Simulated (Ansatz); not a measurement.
Ag under changes of volume

One of the cells (17.048 Å³/atom); the others are scaled copies at fixed shape and fractional positions:

```
Ag
1.0
     0.00000    2.04275    2.04275
     2.04275    0.00000    2.04275
     2.04275    2.04275    0.00000
Ag
1
Cartesian
  0.0000 0.0000 0.0000
```

* Program: Ansatz 0.2.0
* Functional: PBE
* Potentials or basis: SPMS NC
* Cutoff: 599 eV (not typed: the program's choice for these potentials)
* k mesh: 11 × 11 × 11
* Occupations: fermi-dirac, width 0.05 eV
* Spin: no spin polarisation

```tsv
volume (Å³/atom)	energy over the lowest point (meV/atom)	pressure (GPa)
16.025	?	?
16.366	40.10	10.0
16.707	22.08	7.1
17.048	9.87	4.6
17.389	2.73	2.4
17.730	0.00	0.4
18.071	1.07	-1.2
```

Q: What does the run at 16.025 Å³/atom give?

A: Energy over the lowest point 64.76 meV/atom; pressure 13.3 GPa.

Worked out: A Birch-Murnaghan fit of order 3 (a polynomial in V^(-2/3)) to the other rows has its minimum at 17.80 Å³/atom with B0 = V·E''(V) = 91 GPa and B' = 6.5. It gives 64.82 meV/atom at 16.025 Å³/atom, against the run's 64.76, and -dE/dV = 13.3 GPa, against 13.3.

Energies are extrapolated to zero smearing.
